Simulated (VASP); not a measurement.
# BP (F-43m) in VASP: notebook

Runs on BP. Level: PBE. Tasks: relaxation of the atoms.

Everything below comes from runs of VASP 6.6.1. Logs are shortened: lines on timing, memory, paths and dates and some standing lists are left out, and cuts for length are marked.

### Step 1. The structure

It takes space group F-43m (No. 216, cubic). The conventional cell has a = 4.546 Å, b = 4.546 Å, c = 4.546 Å, α = 90.00°, β = 90.00°, γ = 90.00°. B (site symmetry -43m) is surrounded by 4 P at 1.97 Å. P (site symmetry -43m) is surrounded by 4 B at 1.97 Å.

### Step 2. Relaxation of the atoms, PBE (a relaxed cell with its volume scaled by 0.96)

INCAR

```
  PREC = Accurate
  ENCUT = 300
  EDIFF = 1E-7
  ISMEAR = 0
  SIGMA = 0.03
  LREAL = F
  LASPH = T
  NELM = 80
  ALGO = Fast
  ISIF = 2
  LWAVE = F
  LCHARG = F
  GGA = PE
  IBRION = 2
  NSW = 40
  EDIFFG = -0.01
```

KPOINTS

```
regular mesh
0
Gamma
  5 5 5
```

POSCAR

```
BP                                      
1.0
    0.0000000000      2.2423971804      2.2423971804
    2.2423971804      0.0000000000      2.2423971804
    2.2423971804      2.2423971804      0.0000000000
  B               P             
     1     1
Direct
     0.0000000000000000    0.0000000000000000    0.0000000000000000
     0.2500000000000000    0.2500000000000000    0.2500000000000000
```

Potentials or basis: VASP PAW PBE potentials, release 64 (B_s, P).

The run is started by

```console
$ cat potpaw_PBE.64/B_s/POTCAR potpaw_PBE.64/P/POTCAR > POTCAR
$ mpirun -np 1 vasp_std > vasp.out
```

OUTCAR:

```text
PREC = Accurate
   ENCUT = 300
   EDIFF = 1E-7
   ISMEAR = 0
   LREAL = F
   LASPH = T
   NELM = 80
   ISIF = 2
   GGA = PE
   IBRION = 2
   NSW = 40
   EDIFFG = -0.01

 ion  position               nearest neighbor table
   1  0.000  0.000  0.000-   2 1.94   2 1.94   2 1.94   2 1.94
   2  0.250  0.250  0.250-   1 1.94   1 1.94   1 1.94   1 1.94

  LATTYP: Found a face centered cubic cell.
 ALAT       =     4.4847943608

  Lattice vectors:

 A1 = (   0.0000000000,   2.2423971804,   2.2423971804)
 A2 = (   2.2423971804,   0.0000000000,   2.2423971804)
 A3 = (   2.2423971804,   2.2423971804,   0.0000000000)

Analysis of symmetry for initial positions (statically):
=====================================================================
 Subroutine PRICEL returns:
 Original cell was already a primitive cell.

 Routine SETGRP: Setting up the symmetry group for a
 face centered cubic supercell.

 Subroutine GETGRP returns: Found 24 space group operations
 (whereof 24 operations were pure point group operations)
 out of a pool of 48 trial point group operations.

The static configuration has the point symmetry T_d .

Analysis of symmetry for dynamics (positions and initial velocities):
=====================================================================
 Subroutine PRICEL returns:
 Original cell was already a primitive cell.

 Routine SETGRP: Setting up the symmetry group for a
 face centered cubic supercell.

 Subroutine GETGRP returns: Found 24 space group operations
 (whereof 24 operations were pure point group operations)
 out of a pool of 48 trial point group operations.

The dynamic configuration has the point symmetry T_d .

 Subroutine INISYM returns: Found 24 space group operations
 (whereof 24 operations are pure point group operations),
 and found     1 'primitive' translations

----------------------------------------------------------------------------------------

                                     Primitive cell

  volume of cell :      22.5511

  direct lattice vectors                    reciprocal lattice vectors
     0.000000000  2.242397180  2.242397180    -0.222975664  0.222975664  0.222975664
     2.242397180  0.000000000  2.242397180     0.222975664 -0.222975664  0.222975664
     2.242397180  2.242397180  0.000000000     0.222975664  0.222975664 -0.222975664

  length of vectors
[... 73 lines left out ...]
   ISIF   =      2    stress and relaxation
   ISYM   =      2    0-nonsym 1-usesym 2-fastsym
   POTIM  = 0.5000    time-step for ionic-motion
   TEBEG  =    0.0;   TEEND  =   0.0 temperature during run
   PSTRESS=    0.0 pullay stress
   NELECT =       8.0000    total number of electrons
   NUPDOWN=      -1.0000    fix difference up-down
   EMIN   =  10.00;   EMAX   =-10.00  energy-range for DOS
   EFERMI =   0.00;   METHOD = LEGACY
   ISMEAR =     0;   SIGMA  =   0.03  broadening in eV -4-tet -1-fermi 0-gaus
   EFERMI_NEDOS =   21; number of points for ismear=-14 and -15
   IALGO  =     68    algorithm
   IMIX   =      4    mixing-type and parameters
     AMIX     =   0.40;   BMIX     =  1.00
     AMIX_MAG =   1.60;   BMIX_MAG =  1.00
  volume/ion in A,a.u.               =      11.28        76.09
  Fermi-wavevector in a.u.,A,eV,Ry     =   1.158908  2.190019 18.273546  1.343068
  Thomas-Fermi vector in A             =   2.295506
   LORBIT       =      0    0 simple, 1 ext, 2 COOP (PROOUT), +10 PAW based schemes
   GGA     = PE    functional components
   LHFCALC =     F    Hartree Fock is set to
   AEXX    =    0.0000 exact exchange contribution
   IVDW    =     0    specifies the selected vdW correction
   LEPSILON=     F    determine dielectric tensor
   LRPA    =     F    only Hartree local field effects (RPA)
 conjugate gradient relaxation of ions
 non-spin polarized calculation
 RMM-DIIS sequential band-by-band and
 Gauss-broadening in eV      SIGMA  =   0.03
  energy-cutoff  :      300.00
  volume of cell :       22.55
 maximum number of plane-waves:       283
 NGX is ok and might be reduce to    18
   NGX =  9   NGY =  9   NGZ =  9

 number of electron       7.9999996 magnetization

 Free energy of the ion-electron system (eV)
  ---------------------------------------------------
  ext. energy  EPLUGINS =         0.00000000
  ---------------------------------------------------
  free energy    TOTEN  =       -12.83781165 eV

  energy without entropy =      -12.83781165  energy(sigma->0) =      -12.83781165

 E-fermi :   8.6694     XC(G=0): -11.0145

 val. band max:        8.5387296194   @ k =   0.0000   0.0000   0.0000
 cond. band min:       9.7209225068   @ k =   0.4000   0.4000   0.0000
 fundamental gap:      1.1821928875
 Fermi energy:         8.6694127654

 k-point     1 :       0.0000    0.0000    0.0000
  band No.  band energies     occupation
      1      -7.2554      2.00000
      2       8.5387      2.00000
      3       8.5387      2.00000
      4       8.5387      2.00000
      5      11.9870      0.00000
      6      11.9870      0.00000
      7      11.9870      0.00000
      8      16.4519      0.00000
[... 89 lines left out ...]
 k-point    10 :      -0.4000    0.4000    0.2000
  band No.  band energies     occupation
      1      -2.8432      2.00000
      2       0.9081      2.00000
      3       2.6820      2.00000
      4       4.0730      2.00000
      5      13.1588      0.00000
      6      14.2969      0.00000
      7      15.4892      0.00000
      8      19.3323      0.00000

------------------------ aborting loop because EDIFF is reached ----------------------------------------

  FORCE on cell =-STRESS in cart. coord.  units (eV):
  Direction    XX          YY          ZZ          XY          YZ          ZX
  --------------------------------------------------------------------------------------
  -------------------------------------------------------------------------------------
  Total        1.0118395      1.0118395      1.0118395      0.0000000      0.0000000      0.0000000
  in kB       71.8877043     71.8877043     71.8877043      0.0000000      0.0000000      0.0000000
  external PRESSURE =      71.8877043 kB  Pullay stress =       0.0000000 kB

 VOLUME and BASIS-vectors are now :
 -----------------------------------------------------------------------------
  energy-cutoff  :      300.00
  volume of cell :       22.55
      direct lattice vectors                 reciprocal lattice vectors
     0.000000000  2.242397180  2.242397180    -0.222975664  0.222975664  0.222975664
     2.242397180  0.000000000  2.242397180     0.222975664 -0.222975664  0.222975664
     2.242397180  2.242397180  0.000000000     0.222975664  0.222975664 -0.222975664

 POSITION                                       TOTAL-FORCE (eV/Angst)
 -----------------------------------------------------------------------------------
      0.00000      0.00000      0.00000        -0.000000     -0.000000     -0.000000
      1.12120      1.12120      1.12120         0.000000      0.000000      0.000000
 -----------------------------------------------------------------------------------
    total drift:                               -0.000000     -0.000000     -0.000000

  FREE ENERGIE OF THE ION-ELECTRON SYSTEM (eV)
  ---------------------------------------------------
  free  energy   TOTEN  =       -12.8378116535 eV

  energy  without entropy=      -12.8378116535  energy(sigma->0) =      -12.83781165

 reached required accuracy - stopping structural energy minimisation
```

OSZICAR:

```text
N       E                     dE             d eps       ncg     rms          rms(c)
DAV:   1     0.832464326354E+01    0.83246E+01   -0.29862E+03   168   0.594E+02
DAV:   2    -0.133067303841E+02   -0.21631E+02   -0.20637E+02   248   0.132E+02
DAV:   3    -0.136579960646E+02   -0.35127E+00   -0.35127E+00   184   0.178E+01
DAV:   4    -0.136634053649E+02   -0.54093E-02   -0.54093E-02   272   0.301E+00
DAV:   5    -0.136634151390E+02   -0.97741E-05   -0.97741E-05   184   0.517E-02    0.818E+00
RMM:   6    -0.129264579270E+02    0.73696E+00   -0.50118E-01   179   0.120E+01    0.473E+00
RMM:   7    -0.128454324701E+02    0.81025E-01   -0.66330E-01   197   0.605E+00    0.166E+00
RMM:   8    -0.128382627514E+02    0.71697E-02   -0.44094E-02   198   0.270E+00    0.450E-01
RMM:   9    -0.128377914489E+02    0.47130E-03   -0.97598E-03   199   0.957E-01    0.102E-01
RMM:  10    -0.128378656858E+02   -0.74237E-04   -0.12328E-03   193   0.304E-01    0.586E-02
RMM:  11    -0.128378140995E+02    0.51586E-04   -0.13636E-04   200   0.146E-01    0.381E-02
RMM:  12    -0.128378107212E+02    0.33783E-05   -0.21627E-05   196   0.517E-02    0.114E-02
RMM:  13    -0.128378120967E+02   -0.13755E-05   -0.97904E-06   184   0.296E-02    0.679E-03
RMM:  14    -0.128378117188E+02    0.37781E-06   -0.11522E-06   163   0.161E-02    0.318E-03
RMM:  15    -0.128378116535E+02    0.65361E-07   -0.32168E-07   138   0.854E-03
   1 F= -.12837812E+02 E0= -.12837812E+02  d E =-.128378E+02
```

Run time: 3.9 s. Hardware: 1 thread of Intel Xeon Platinum 8488C (Sapphire Rapids), shared host; peak memory 0.11 GiB.

Results:

```yaml
Free_energy: -12.8378 eV
Band_gap_on_the_k_mesh: 1.18 eV, indirect (least direct gap 3.45 eV)
```

Final structure:
```yaml
crystal:
  lattice:
    - [0.00000, 2.24240, 2.24240]
    - [2.24240, 0.00000, 2.24240]
    - [2.24240, 2.24240, 0.00000]
  atoms:
    - { symbol: B, position: [0.00000, 0.00000, 0.00000] }
    - { symbol: P, position: [0.25000, 0.25000, 0.25000] }
```

Caveat: the k mesh is coarse (spacing up to 0.49 Å⁻¹), so the values aren't converged; the cutoff is under 1.25 times the usual one of these potentials, so pressure, stress and relaxed cells hold a basis-set (Pulay) error; the relaxation stopped at its first step, so nothing moved; an odd mesh through Γ misses points on the zone boundary, where band edges often lie.

### Step 3. Relaxation of the atoms, PBE (a relaxed cell with its volume scaled by 0.98)

INCAR is that of step 2.

KPOINTS is that of step 2.

POSCAR

```
BP                                      
1.0
    0.0000000000      2.2578624773      2.2578624773
    2.2578624773      0.0000000000      2.2578624773
    2.2578624773      2.2578624773      0.0000000000
  B               P             
     1     1
Direct
     0.0000000000000000    0.0000000000000000    0.0000000000000000
     0.2500000000000000    0.2500000000000000    0.2500000000000000
```

Potentials or basis: VASP PAW PBE potentials, release 64 (B_s, P).

The run is started by

```console
$ cat potpaw_PBE.64/B_s/POTCAR potpaw_PBE.64/P/POTCAR > POTCAR
$ mpirun -np 1 vasp_std > vasp.out
```

It took 3.8 s on 1 thread of Intel Xeon Platinum 8488C (Sapphire Rapids), shared host; peak memory 0.11 GiB.

Results (log left out):

| Property | Result |
| --- | --- |
| Free energy | -12.8552 eV |
| Band gap on the k mesh | 1.21 eV, indirect (least direct gap 3.42 eV) |

Final structure:
```yaml
crystal:
  lattice:
    - [0.00000, 2.25786, 2.25786]
    - [2.25786, 0.00000, 2.25786]
    - [2.25786, 2.25786, 0.00000]
  atoms:
    - { symbol: B, position: [0.00000, 0.00000, 0.00000] }
    - { symbol: P, position: [0.25000, 0.25000, 0.25000] }
```

Levels at points of the mesh, in eV from the valence-band top:
| k point | band 1 | band 2 | band 3 | band 4 | band 5 | band 6 | band 7 | band 8 |
| --- | --- | --- | --- | --- | --- | --- | --- | --- |
| (0.00, 0.00, 0.00) | -15.61 | 0.00 | 0.00 | 0.00 | 3.42 | 3.42 | 3.42 | 7.59 |

Caveat: the k mesh is coarse (spacing up to 0.48 Å⁻¹), so the values aren't converged; the cutoff is under 1.25 times the usual one of these potentials, so pressure, stress and relaxed cells hold a basis-set (Pulay) error; the relaxation stopped at its first step, so nothing moved; an odd mesh through Γ misses points on the zone boundary, where band edges often lie.

### Step 4. Relaxation of the atoms, PBE

INCAR is that of step 3.

KPOINTS is that of step 3.

POSCAR

```
BP                                      
1.0
    0.0000000000      2.2731187676      2.2731187676
    2.2731187676      0.0000000000      2.2731187676
    2.2731187676      2.2731187676      0.0000000000
  B               P             
     1     1
Direct
     0.0000000000000000    0.0000000000000000    0.0000000000000000
     0.2500000000000000    0.2500000000000000    0.2500000000000000
```

The run is started by

```console
$ cat potpaw_PBE.64/B_s/POTCAR potpaw_PBE.64/P/POTCAR > POTCAR
$ mpirun -np 1 vasp_std > vasp.out
```

It took 3.4 s on 1 thread of Intel Xeon Platinum 8488C (Sapphire Rapids), shared host; peak memory 0.11 GiB.

It converged, with:

* Free energy: -12.8630 eV
* Band gap on the k mesh: 1.24 eV, indirect (least direct gap 3.39 eV)

Final structure:
```
B P
1.0
     0.00000    2.27312    2.27312
     2.27312    0.00000    2.27312
     2.27312    2.27312    0.00000
B P
1 1
Direct
  0.00000 0.00000 0.00000
  0.25000 0.25000 0.25000
```

Levels at points of the mesh, in eV from the valence-band top:
| k point | band 1 | band 2 | band 3 | band 4 | band 5 | band 6 | band 7 | band 8 |
| --- | --- | --- | --- | --- | --- | --- | --- | --- |
| (0.00, 0.00, 0.00) | -15.43 | 0.00 | 0.00 | 0.00 | 3.39 | 3.39 | 3.39 | 7.28 |

Caveat: the k mesh is coarse (spacing up to 0.48 Å⁻¹), so the values aren't converged; the cutoff is under 1.25 times the usual one of these potentials, so pressure, stress and relaxed cells hold a basis-set (Pulay) error; the relaxation stopped at its first step, so nothing moved; an odd mesh through Γ misses points on the zone boundary, where band edges often lie.

### Step 5. Summary

```tsv
cell	gap on the mesh (eV)
atoms relaxed from: a relaxed cell with its volume scaled by 0.96	1.18
atoms relaxed from: a relaxed cell with its volume scaled by 0.98	1.21
atoms relaxed	1.24
```

Alike in all rows: task relaxation of the atoms; level PBE; potentials or basis VASP PAW PBE potentials, release 64 (B_s, P); no spin polarisation; k mesh 5 × 5 × 5; cutoff (eV) 300; smearing gaussian 0.03 eV; the mesh is coarse, so values aren't converged.

Caveats: all runs use coarse meshes; the cutoff is under 1.25 times the usual one of these potentials, so pressure, stress and relaxed cells hold a basis-set (Pulay) error; the relaxation stopped at its first step, so nothing moved; an odd mesh through Γ misses points on the zone boundary, where band edges often lie.

Absolute energies hang on the potentials; compare differences alone.
